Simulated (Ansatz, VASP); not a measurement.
**One calculation of Ru, two programs**

File INCAR:

```
SYSTEM = Ru
  PREC = Accurate
  ENCUT = 520
  EDIFF = 1E-6
  ISMEAR = 0
  SIGMA = 0.15
  LREAL = .False.
  LASPH = .True.
  NELM = 80
  ALGO = Fast
  ISIF = 2
  LWAVE = .False.
  LCHARG = .False.
  GGA = PS
  NBANDS = 21
```

File KPOINTS:

```
Automatic mesh
0
Gamma
  21 21 12
  0 0 0
```

POSCAR

```
Ru
1.0
    2.7302692168      0.0000000000      0.0000000000
   -1.3651346084      2.3644825010      0.0000000000
    0.0000000000      0.0000000000      4.4571644965
Ru
2
Direct
    0.3333333333      0.6666666667      0.2500000000
    0.6666666667      0.3333333333      0.7500000000
```

Input for Ansatz:

```yaml
crystal:
  lattice:
    - [2.7302692168, 0.0, 0.0]
    - [-1.3651346084, 2.364482501, 0.0]
    - [0.0, 0.0, 4.4571644965]
  atoms:
    - { symbol: Ru, position: [0.3333333333, 0.6666666667, 0.25] }
    - { symbol: Ru, position: [0.6666666667, 0.3333333333, 0.75] }
basis:
  ecutwfc: 420
kpoints:
  mp_grid: { grid: [21, 21, 12] }
hamiltonian:
  xc: pbesol
  pseudopotentials: { kind: paw, azcp: { folder: soft_1 } }
scf:
  occupations: { method: gaussian, width: 0.15 }
output:
  forces: true
  stress: true
  eigenvalues: true
```

Alike in both runs: task single point; functional PBEsol; k mesh 21 × 21 × 12; occupations gaussian, width 0.15 eV; no spin polarisation.

|  | VASP | Ansatz |
| --- | --- | --- |
| version | VASP 6.6.1 | Ansatz 0.2.0 |
| potentials or method | VASP PAW PBE potentials, release 64 (Ru_pv) | scalar-relativistic, plane waves, PAW |
| plane-wave cutoff (eV) | 520 | 420 |
| valence electrons in the cell | 28 | 32 |

```csv
,VASP,Ansatz,Ansatz less VASP
gap on the k mesh at the Fermi level (eV),none,none,-
pressure (GPa),-22.3,-22.2,+0.11
largest component of the traceless stress (GPa),9.26,9.27,+0.016
```

A gap of «none» marks a metal or a gap that the smearing closes. The two sets of potentials don't hold the same shells in valence. Ansatz warned: «pseudo_functional_mismatch».

Caveats: so large a pressure means that the cell lies far from this level's equilibrium, or that cutoff or potentials fall short (VASP); the potentials were made for another functional, which shifts forces and pressure (VASP).
